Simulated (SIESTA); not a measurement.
Runs of SIESTA 5.4.2 on Ag. The structure is cubic, space group Fm-3m (No. 225). The conventional cell has a = 4.085 Å, b = 4.085 Å, c = 4.085 Å, α = 90.00°, β = 90.00°, γ = 90.00°. Ag (site symmetry m-3m) is surrounded by 12 Ag at 2.89 Å. 

```csv
task,level,potentials or basis,cell,optimiser,force tolerance,energy shift,gap on the mesh (eV),pressure (GPa),relaxed volume (Å³/atom)
band structure,PBEsol,"PseudoDojo 0.4 standard (PBEsol files), DZP (energy shift 0.003 Ry; two zetas on semicore shells)",as given,-,-,0.003 Ry,none,-2.7,-
relaxation of cell and atoms,PBE,"PseudoDojo 0.4 standard (PBE files), TZDP (energy shift 0.002 Ry)",relaxed,Broyden,0.01 eV/Å,0.002 Ry,none,-0.1,(a)
band structure,PBEsol,"PseudoDojo 0.4 standard (PBEsol files), DZ (energy shift 0.003 Ry; two zetas on semicore shells)",as given,-,-,0.003 Ry,none,(b),-
band structure,PBEsol,"PseudoDojo 0.4 standard (PBEsol files), SZ (energy shift 0.003 Ry)",as given,-,-,0.003 Ry,none,14.4,-
relaxation of cell and atoms,PBE,"PseudoDojo 0.4 standard (PBE files), DZP (energy shift 0.002 Ry)",relaxed,-,0.02 eV/Å,0.002 Ry,none,0.2,17.95
band structure,PBEsol,"PseudoDojo 0.4 standard (PBEsol files), TZP (energy shift 0.003 Ry; two zetas on semicore shells)",as given,-,-,0.003 Ry,none,-2.9,-
```

Alike in all rows: no spin polarisation; k mesh 11 × 11 × 11; smearing fermi-dirac 0.05 eV; grid cutoff 800 Ry.

Fill in the values left out.

(a) 17.91; (b) -5.1.

Caveats: the basis of atomic orbitals isn't converged, which shifts pressures, moduli and gaps; short orbitals over semicore shells can move pressures by several GPa (some runs); semicore shells carry a single zeta, which can move pressures by several GPa and volumes by a few percent (some runs); the basis has no polarisation orbitals (some runs).

A k mesh can miss the band edges, and the runs leave out spin-orbit coupling on Ag.

A gap of «none» marks a metal or a gap under the smearing width.
